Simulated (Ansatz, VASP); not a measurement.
This is a calculation of ZnS (Wurtzite-2H) for Ansatz 0.2.0. 

File input.yaml:

```yaml
crystal:
  lattice:
    - [3.811, 0.0, 0.0]
    - [-1.9055, 3.3004228138, 0.0]
    - [0.0, 0.0, 6.234]
  atoms:
    - { symbol: Zn, position: [0.6666666667, 0.3333333333, 0.5] }
    - { symbol: Zn, position: [0.3333333333, 0.6666666667, 0.0] }
    - { symbol: S, position: [0.6666666667, 0.3333333333, 0.885] }
    - { symbol: S, position: [0.3333333333, 0.6666666667, 0.385] }
hamiltonian:
  xc: pbe
  pseudopotentials: { kind: paw }
kpoints:
  mp_grid: { grid: [8, 8, 5] }
scf:
  occupations: { method: gaussian, width: 0.025 }
output:
  forces: true
  stress: true
  eigenvalues: true
  write_density: true
  write_potential: true
  elf: true
  volumetric_format: npy
```

Potentials or basis: Ansatz PAW.

The run is started by

```sh
$ ansatz run input.yaml --threads 2 --pin off --max-ram 5632MiB --backend cpu --events-out ev --progress --plain --runs-dir out
```

Q: Translate it to VASP 6.6.1. Potentials or basis there: PBE PAW files S, Zn, 520 eV.

A: As run (cutoffs and basis follow the program's own potentials, and thresholds, step limits or extra output files can differ):

Contents of INCAR:

```
  ALGO = Normal
  EDIFF = 1E-6
  ENCUT = 520
  GGA = PE
  ISIF = 2
  ISMEAR = 0
  LASPH = T
  LCHARG = F
  LREAL = F
  LWAVE = F
  NBANDS = 26
  NELM = 60
  PREC = Accurate
  SIGMA = 0.025
```

KPOINTS

```
k-points
0
Gamma
  8 8 5
```

File POSCAR:

```
ZnS
1.0
    3.8110000000      0.0000000000      0.0000000000
   -1.9055000000      3.3004228138      0.0000000000
    0.0000000000      0.0000000000      6.2340000000
Zn S
2 2
Direct
    0.6666666667      0.3333333333      0.5000000000
    0.3333333333      0.6666666667      0.0000000000
    0.6666666667      0.3333333333      0.8850000000
    0.3333333333      0.6666666667      0.3850000000
```

Potentials or basis: VASP PAW PBE potentials, release 64 (Zn, S).

Command:

```sh
$ cat potpaw_PBE.64/Zn/POTCAR potpaw_PBE.64/S/POTCAR > POTCAR
$ mpirun -np 1 vasp_std > vasp.out
```

Both were run:

|  | Ansatz | VASP |
| --- | --- | --- |
| Pressure | 2.3 GPa | 2.5 GPa |
| Largest force | 0.319 eV/Å | 0.323 eV/Å |

Ansatz's pressure holds a Pulay term of +0.07 GPa for its cutoff of 420 eV, which the other run lacks.

Where Ansatz's input types no cutoff or centring, it takes its own default and a Γ-centred mesh.

Pressure is positive in compression.
